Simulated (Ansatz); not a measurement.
**CoO under changes of volume**

One of the cells (9.428 Å³/atom); the others are scaled copies at fixed shape and fractional positions:

```xyz
2
Lattice="2.8285 0.0000 0.0000 -1.4142 2.4495 0.0000 0.0000 0.0000 2.7217" Properties=species:S:1:pos:R:3 pbc="T T T"
Co    0.0000    0.0000    1.3609
O     1.4142    0.8165    0.0000
```

The cell was built by a generator and needn't be a form met in nature.

| Property | Result |
| --- | --- |
| Program | Ansatz 0.2.0 |
| Functional | PBE |
| Potentials or basis | all-electron LAPW, scalar-relativistic |
| Cutoff | 390 eV (chosen from the basis error) |
| Basis error allowed | 0.0005 eV/atom |
| k mesh | 11 × 11 × 10 |
| Occupations | fermi-dirac, width 0.05 eV |
| Spin | collinear spin, ferromagnetic start |
| Starting moments | [2.0, 0.0] μB |

| volume (Å³/atom) | energy over the lowest point (meV/atom) | pressure (GPa) |
| --- | --- | --- |
| 8.863 | 22.47 | 13.7 |
| 9.051 | ? | ? |
| 9.240 | 2.35 | 4.2 |
| 9.428 | 0.00 | 0.2 |
| 9.617 | 2.04 | -3.3 |
| 9.806 | 8.01 | -6.5 |
| 9.994 | 17.51 | -9.4 |

**Question.** What does the run at 9.051 Å³/atom give?

**Answer.** Energy over the lowest point 9.64 meV/atom; pressure 8.7 GPa.

Worked out: A Birch-Murnaghan fit of order 3 (a polynomial in V^(-2/3)) to the other rows has its minimum at 9.43 Å³/atom with B0 = V·E''(V) = 187 GPa and B' = 4.6 at fixed shape and positions, which overstates the stiffness. It gives 9.68 meV/atom at 9.051 Å³/atom, against the run's 9.64, and -dE/dV = 8.5 GPa, against 8.7.

Energies are extrapolated to zero smearing.

Caveats: a cell with one magnetic atom can't hold antiferromagnetic order, which such compounds often take.
